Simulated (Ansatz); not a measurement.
## From the elastic tensor of GaAs to moduli and sound speeds

Computed with DFT HSE06, scalar-relativistic, plane waves, PAW in Ansatz. Plane waves to 420 eV; Γ-centred k mesh 6×6×6; fixed occupations. No spin polarisation.

It takes space group F-43m (No. 216, cubic). Conventional cell: a = 5.682 Å, b = 5.682 Å, c = 5.682 Å, α = 90.00°, β = 90.00°, γ = 90.00°. Ga (site symmetry -43m) is surrounded by 4 As at 2.46 Å. Around As (site symmetry -43m) lie 4 Ga at 2.46 Å.

The cell is the ideal cubic zincblende prototype.

Relaxed-ion constants (GPa, on the Cartesian axes of the calculation):
C11 = 118.0, C12 = 49.8, C13 = 49.8, C22 = 118.0, C23 = 49.8, C33 = 118.0, C44 = 59.7, C55 = 59.7, C66 = 59.7 GPa; the others vanish.

Density 5.237 g/cm³; 2 atoms in 45.87 Å³.

The values that follow are for a polycrystal of randomly turned grains, by Hill's mean where one number stands.

With S = C⁻¹: B_V = (C11+C22+C33+2(C12+C13+C23))/9, G_V = (C11+C22+C33−C12−C13−C23+3(C44+C55+C66))/15, 1/B_R = S11+S22+S33+2(S12+S13+S23), 15/G_R = 4(S11+S22+S33−S12−S13−S23)+3(S44+S55+S66); Hill is their mean. Then v_l = √((B+4G/3)/ρ), v_t = √(G/ρ), v_m = [(2/v_t³+1/v_l³)/3]^(−1/3) and Θ = (ħ/k_B)·v_m·(6π²n/V)^(1/3) for n atoms in the volume V; E = 9BG/(3B+G), ν = (3B−2G)/(2(3B+G)) and A^U = 5G_V/G_R + B_V/B_R − 6.

```
Bulk modulus, Voigt / Reuss / Hill          : 72.5 / 72.5 / 72.5 GPa
Shear modulus, Voigt / Reuss / Hill         : 49.4 / 45.9 / 47.7 GPa
Young's modulus                             : 117 GPa
Poisson ratio                               : 0.231
Pugh ratio B/G                              : 1.52
Universal anisotropy index                  : 0.39
Longitudinal and transverse sound speeds    : 5098 and 3017 m/s
Debye temperature from the mean sound speed : 350 K
```

Cost: 1 run of about 61 core-minutes, on Arm Neoverse V1 (shared hosts).

The elastic constants describe a crystal held together by directional bonds. C12 (49.8 GPa) lies below C44 (59.7 GPa), whereas purely central forces in a crystal with every atom at an inversion centre would make them equal. This fits sp³ bonding, in which changing the bond angles costs energy as well as stretching the bonds. C44 also clearly exceeds half of C11 − C12, so the crystal is stiffest in tension along the body diagonals, where the Ga–As bonds point, and softest along the cube axes, where strain is taken up largely by bond bending. The shear resistance would be greater still if the two sublattices could not shift against each other under trigonal strain.

The constants satisfy the cubic stability criteria for small homogeneous strains, which doesn't exclude phonon instabilities at finite wavevector. The low Pugh ratio agrees with the known brittleness of GaAs at room temperature, but is no measure of fracture toughness. The Debye temperature of 350 K represents the long-wavelength acoustic limit; flattening of the transverse acoustic branches lowers the effective value derived from the heat capacity at intermediate temperatures.
